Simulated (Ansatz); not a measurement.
What a trial cell of Ba relaxes into

These are results of DFT PBE, scalar-relativistic, plane waves, PAW (Ansatz), not measurements. Cutoff 420 eV, Γ-centred k mesh, Gaussian smearing, no spin polarisation in the final step.

The start is a random cell of Ba without symmetry, drawn with lower limits on the distances.

```yaml
crystal:
  lattice:
    - [4.53116, 0.00000, 0.00000]
    - [-1.87030, 8.16732, 0.00000]
    - [-1.14418, 2.48375, 5.97174]
  atoms:
    - { symbol: Ba, position: [0.29085, 0.73593, 0.73091] }
    - { symbol: Ba, position: [0.30344, 0.09314, 0.60567] }
    - { symbol: Ba, position: [0.86516, 0.16432, 0.11232] }
```

Cell and atoms relax at zero pressure; the relaxation can't lower the symmetry of the start. After a coarse first stage the cell is made exact in the group found at 0.06 Å.

Which crystal results?

It ends in Im-3m (No. 229). The result has the bcc structure. Conventional cell: a = 5.021 Å. Ba is coordinated by 8 Ba at 4.35 Å and 6 Ba at 5.02 Å.

```cif
data_structure
_symmetry_space_group_name_H-M 'Im-3m'
_symmetry_Int_Tables_number 229
_cell_length_a 5.0209
_cell_length_b 5.0209
_cell_length_c 5.0209
_cell_angle_alpha 90.000
_cell_angle_beta 90.000
_cell_angle_gamma 90.000
_cell_volume 126.57
loop_
_atom_site_label
_atom_site_type_symbol
_atom_site_symmetry_multiplicity
_atom_site_Wyckoff_symbol
_atom_site_fract_x
_atom_site_fract_y
_atom_site_fract_z
_atom_site_occupancy
Ba1 Ba 2 a 0.00000 0.00000 0.00000 1
```

What are its volume, density and gap?

The volume per atom is 63.29 Å³, the density is 3.60 g/cm³ and the gap on the 16×16×16 mesh is 0 eV (a metal).

The final run used a 16×16×16 mesh on its 1-atom cell and 0.10 eV smearing. A structure relaxed within its symmetry needn't be a true minimum. The steps took of the order of 5 core-minutes in all.